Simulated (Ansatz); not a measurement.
# Ga8As7: the cost of one run

Program: Ansatz 0.2.0. Level of theory: DFT PBE, scalar-relativistic, plane waves, PAW. These are calculated values, not measurements.

1 further run of the same task is left out (set aside as unsound or not needed).

**1. Starting point**

Symmetry: F-43m, No. 216, cubic system. The conventional cell has a = 5.745 Å, b = 5.745 Å, c = 5.745 Å, α = 90.00°, β = 90.00°, γ = 90.00°. Ga (site symmetry -43m) has 4 As at 2.49 Å as nearest neighbours. As (site symmetry -43m) has 4 Ga at 2.49 Å as nearest neighbours.

As a file:

```cif
data_structure
_symmetry_space_group_name_H-M 'F-43m'
_symmetry_Int_Tables_number 216
_cell_length_a 5.7454
_cell_length_b 5.7454
_cell_length_c 5.7454
_cell_angle_alpha 90.000
_cell_angle_beta 90.000
_cell_angle_gamma 90.000
_cell_volume 189.65
loop_
_atom_site_label
_atom_site_type_symbol
_atom_site_symmetry_multiplicity
_atom_site_Wyckoff_symbol
_atom_site_fract_x
_atom_site_fract_y
_atom_site_fract_z
_atom_site_occupancy
Ga1 Ga 4 a 0.00000 0.00000 0.00000 1
As1 As 4 d 0.25000 0.25000 0.75000 1
```

This cell was relaxed beforehand with the same method: volume 23.71 Å³/atom, gap on the mesh 0.16 eV.

Its energy, with the smearing taken to zero, is -8639.8606 eV for the 2-atom cell on a 12×12×12 mesh; differences below count from it.

**2. Cell: 1 of 8 As atoms taken out at random**

From a supercell with 8 As sites, 1 are emptied at random; the cell stays neutral and all atoms are shaken by 0.02 Å.

The cell holds 8 Ga, 7 As: a = 8.125 Å, b = 8.125 Å, c = 8.125 Å, α = 60.00°, β = 60.00°, γ = 60.00°.

**3. Relaxing on a coarse mesh**

A cheap relaxation: coarse mesh, no symmetry, loose thresholds.

input.yaml reads:

```yaml
crystal:
  lattice:
    - [-5.7453845737, -5.7453845737, 0.0]
    - [0.0, -5.7453845737, 5.7453845737]
    - [-5.7453845737, 0.0, 5.7453845737]
  atoms:
    - { symbol: Ga, position: [0.99852482, 0.0015214774, 0.4990552547] }
    - { symbol: Ga, position: [0.4977430815, 0.0012128907, 0.5023511926] }
    - { symbol: Ga, position: [0.0013525609, 0.5019734641, 0.4962862331] }
    - { symbol: Ga, position: [0.4971233122, 0.4998620973, 0.5023466154] }
    - { symbol: Ga, position: [0.9998522524, 0.0013919472, 0.9986161699] }
    - { symbol: Ga, position: [0.5004496026, 0.9999386536, 0.999700068] }
    - { symbol: Ga, position: [0.9998844211, 0.4991608409, 0.9981298282] }
    - { symbol: Ga, position: [0.5015015142, 0.5006858534, 0.0006822628] }
    - { symbol: As, position: [0.1285227568, 0.1234700292, 0.1204611568] }
    - { symbol: As, position: [0.6229441497, 0.1220198871, 0.1325694906] }
    - { symbol: As, position: [0.622321267, 0.6280926625, 0.125293298] }
    - { symbol: As, position: [0.120451325, 0.1258954731, 0.6270031746] }
    - { symbol: As, position: [0.6286858395, 0.1206748841, 0.6231023913] }
    - { symbol: As, position: [0.1221405228, 0.6322210104, 0.6256534194] }
    - { symbol: As, position: [0.6234313421, 0.6265542572, 0.6261238109] }
  symmetry: { detect: false }
basis:
  ecutwfc: 420
kpoints:
  mp_grid: { grid: [2, 2, 2], shift: [0.5, 0.5, 0.5] }
hamiltonian:
  xc: pbe
scf:
  occupations: { method: gaussian, width: 0.1 }
  lower_state_search: "off"
output:
  forces: true
  stress: true
  eigenvalues: true
relax:
  adjacent_minimum: "off"
  f_tol: 0.04
  max_steps: 50
  cell: { stress_tol: 0.3 }
```

Run with:

```
$ ansatz run input.yaml --threads 4 --pin off --max-ram 9216MiB --backend cpu --events-out ev --progress --plain --runs-dir out
```

What time and memory should one allow on 4 threads of Intel Xeon 6975P-C (Granite Rapids), shared host?

About 47 s, with a peak of 1.3 GiB.
